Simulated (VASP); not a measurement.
Write the native input for VASP 6.6.1 that does the following.

| Quantity | Value |
| --- | --- |
| Task | relaxation of cell and atoms |
| Functional | PBEsol |
| Potentials or basis | VASP PAW PBE potentials, release 64 (Cd, Se) |
| Cutoff | 600 eV |
| k mesh | 8 × 8 × 8 |
| Occupations | gaussian, width 0.03 eV |
| Spin | no spin polarisation |
| Further INCAR settings | ALGO = Normal; EDIFF = 1e-06; IBRION = 2; EDIFFG = -0.01; NSW = 90; ISIF = 3 |

The structure of CdSe lies in POSCAR:

```
CdSe
1.0
    0.0000000000      3.0702712000      3.0702712000
    3.0702712000      0.0000000000      3.0702712000
    3.0702712000      3.0702712000      0.0000000000
Cd Se
1 1
Direct
    0.0000000000      0.0000000000      0.0000000000
    0.7500000000      0.7500000000      0.7500000000
```

Measurements of this composition are mostly on another form, of space group No. 186.

The input as run:

INCAR

```
SYSTEM = CdSe
  PREC = Accurate
  ENCUT = 600
  EDIFF = 1E-6
  ISMEAR = 0
  SIGMA = 0.03
  LREAL = .False.
  LASPH = .True.
  NELM = 80
  ALGO = Normal
  ISIF = 3
  LWAVE = .False.
  LCHARG = .False.
  GGA = PS
  IBRION = 2
  NSW = 90
  EDIFFG = -0.01
```

KPOINTS

```
regular mesh
0
Gamma
  8 8 8
  0 0 0
```

Potentials or basis: VASP PAW PBE potentials, release 64 (Cd, Se).

The run is started by

```bash
$ cat potpaw_PBE.64/Cd/POTCAR potpaw_PBE.64/Se/POTCAR > POTCAR
$ mpirun -np 1 vasp_std > vasp.out
```

Results of the run:

```json
{"Relaxed volume": "28.27 Å³/atom", "Relaxed cell": "a = 4.308 Å, b = 4.308 Å, c = 4.308 Å, α = 60.00°, β = 60.00°, γ = 60.00°", "Space group after relaxing (to 0.05 Å)": "F-43m (No. 216)", "Energy gained by relaxing": "2.5 meV/atom", "Ionic steps": "3", "Pressure after relaxing": "0.0 GPa", "Band gap on the k mesh": "0.47 eV, direct"}
```

Caveat: the PAW data sets were made with another functional, which shifts forces and pressure a little.

It took 27 s on 1 thread of Intel(R) Xeon(R) 6975P-C (Granite Rapids) (shared host), peak memory 0.22 GiB.
